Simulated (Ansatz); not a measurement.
## ZnO (zincite): relaxation of cell and atoms with PBE+D3(BJ)

Crystal: ZnO (zincite).

```
CELL_PARAMETERS angstrom
3.24931 0.00000 0.00000
-1.62465 2.81398 0.00000
0.00000 0.00000 5.20571
ATOMIC_POSITIONS crystal
Zn 0.66667 0.33333 0.00000
Zn 0.33333 0.66667 0.50000
O 0.33333 0.66667 0.87901
O 0.66667 0.33333 0.37901
```

```
Program             : Ansatz 0.2.0
Task                : relaxation of cell and atoms
Functional          : PBE
Dispersion          : D3(BJ)
Potentials or basis : Ansatz PAW
Cutoff              : 420 eV (not typed: the program's choice for these potentials)
k mesh              : 9 × 9 × 5
Occupations         : fermi-dirac, width 0.05 eV
Spin                : no spin polarisation
```

```
Relaxed volume                         : 12.06 Å³/atom
Relaxed cell                           : a = 3.255 Å, b = 3.255 Å, c = 5.256 Å, α = 90.00°, β = 90.00°, γ = 120.00°
Space group after relaxing (to 0.05 Å) : P6_3mc (No. 186)
Energy gained by relaxing              : 1.2 meV/atom
Ionic steps                            : 7
Pressure after relaxing                : 0.0 GPa
Band gap on the k mesh                 : 0.78 eV
```

Step by step:
| step | energy change (eV) | largest force (eV/Å) | volume (Å³) |
| --- | --- | --- | --- |
| 1 | 0.0000 | 0.0683 | 47.60 |
| 2 | -0.0021 | 0.0439 | 47.92 |
| 3 | -0.0019 | 0.0175 | 48.18 |
| 4 | -0.0019 | 0.0055 | 48.19 |
| 5 | -0.0048 | 0.0052 | 48.19 |
| 6 | -0.0046 | 0.0001 | 48.22 |
| 7 | -0.0047 | 0.0001 | 48.22 |

Final structure:
```cif
data_structure
_symmetry_space_group_name_H-M 'P 1'
_symmetry_Int_Tables_number 1
_cell_length_a 3.2549
_cell_length_b 3.2549
_cell_length_c 5.2559
_cell_angle_alpha 90.000
_cell_angle_beta 90.000
_cell_angle_gamma 120.000
_cell_volume 48.22
loop_
_atom_site_label
_atom_site_type_symbol
_atom_site_fract_x
_atom_site_fract_y
_atom_site_fract_z
_atom_site_occupancy
Zn1 Zn 0.66667 0.33333 0.00006 1
Zn2 Zn 0.33333 0.66667 0.50006 1
O1 O 0.33333 0.66667 0.87895 1
O2 O 0.66667 0.33333 0.37895 1
```

It took 13 s on 2 threads of Arm Neoverse V1, on a shared host, peak memory 0.35 GiB.

Caveat: odd divisions of the mesh miss points on the zone boundary, where band edges often lie, so the gap on the mesh can be too wide; the plane-wave basis is chosen anew once the cell has moved, so the energies of steps on either side of that aren't comparable; the pressure holds a Pulay correction of +0.7 GPa for the finite cutoff. Zero-point motion and thermal expansion aren't in these numbers.
